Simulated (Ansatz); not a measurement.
# MgO: how the settings move a single-point run

Question: which choices in the input matter for MgO?

Method: reference: DFT, HSE06, plane waves, PAW, in Ansatz 0.2.0.

**1. The structure to begin with**

Symmetry: P6_3/mmc, No. 194, hexagonal system. Conventional cell: a = 3.484 Å, b = 3.484 Å, c = 4.185 Å, α = 90.00°, β = 90.00°, γ = 120.00°. Around Mg (site symmetry -6m2) lie 5 O at 2.01 to 2.09 Å. Around O (site symmetry -6m2) lie 5 Mg at 2.01 to 2.09 Å.

Coordinates:

```cif
data_structure
_symmetry_space_group_name_H-M 'P6_3/mmc'
_symmetry_Int_Tables_number 194
_cell_length_a 3.4841
_cell_length_b 3.4841
_cell_length_c 4.1853
_cell_angle_alpha 90.000
_cell_angle_beta 90.000
_cell_angle_gamma 120.000
_cell_volume 44.00
loop_
_atom_site_label
_atom_site_type_symbol
_atom_site_symmetry_multiplicity
_atom_site_Wyckoff_symbol
_atom_site_fract_x
_atom_site_fract_y
_atom_site_fract_z
_atom_site_occupancy
Mg1 Mg 2 c 0.66667 0.33333 0.75000 1
O1 O 2 d 0.66667 0.33333 0.25000 1
```

**2. The reference run**

Input file input.yaml:

```yaml
crystal:
  lattice:
    - [3.4840796084, 0.0, 0.0]
    - [-1.7420398042, 3.0173014497, 0.0]
    - [0.0, 0.0, 4.18531713]
  atoms:
    - { symbol: Mg, position: [0.6666666667, 0.3333333333, 0.75] }
    - { symbol: Mg, position: [0.3333333333, 0.6666666667, 0.25] }
    - { symbol: O, position: [0.6666666667, 0.3333333333, 0.25] }
    - { symbol: O, position: [0.3333333333, 0.6666666667, 0.75] }
kpoints:
  mp_grid: { grid: [6, 6, 4] }
hamiltonian:
  xc: hse06
scf:
  occupations: { method: fixed }
  n_extra_bands: 5
output:
  forces: true
  stress: true
  eigenvalues: true
```

The run is started by

```
$ ansatz run input.yaml --threads 4 --pin off --max-ram 4608MiB --backend cpu --events-out ev --progress --plain --runs-dir out
```

**3. Changed: n_extra_bands 1**

Edit input.yaml of step 2 so:

```diff
@@ -16,3 +16,3 @@
   occupations: { method: fixed }
-  n_extra_bands: 5
+  n_extra_bands: 1
 output:
```

**Question.** What will these runs give? Wanted: for each run, ending; energy change; pressure; gap; force.

As calculated:

| run | ending | energy change | pressure (GPa) | gap (eV) | force (eV/Å) | cycles | time |
| --- | --- | --- | --- | --- | --- | --- | --- |
| reference | converged | 0 | -0.1 | 5.05 | 0.00 | 12 | 25 s |
| 1: n_extra_bands 1 | converged | 0.0 meV/atom | -0.1 | 5.05 | 0.00 | 12 | 24 s |

Residual by cycle in the longest SCF loop of each run; runs are numbered as in the table. The quantity is the density residual dr2, in eV.

| cycle | reference | run 1 |
| --- | --- | --- |
| 1 | 0.0179 | 0.0169 |
| 2 | 0.0031 | 0.003 |
| 3 | 0.00151 | 0.00165 |
| 4 | 1.9e-5 | 3.5e-5 |
| 5 | 2.8e-5 | 2.3e-5 |
| 6 | 1.3e-6 | 7.3e-7 |

**Reading.** Energy and cycle count are those of the reference, so the change (band count) left the result and the number of cycles as they were.
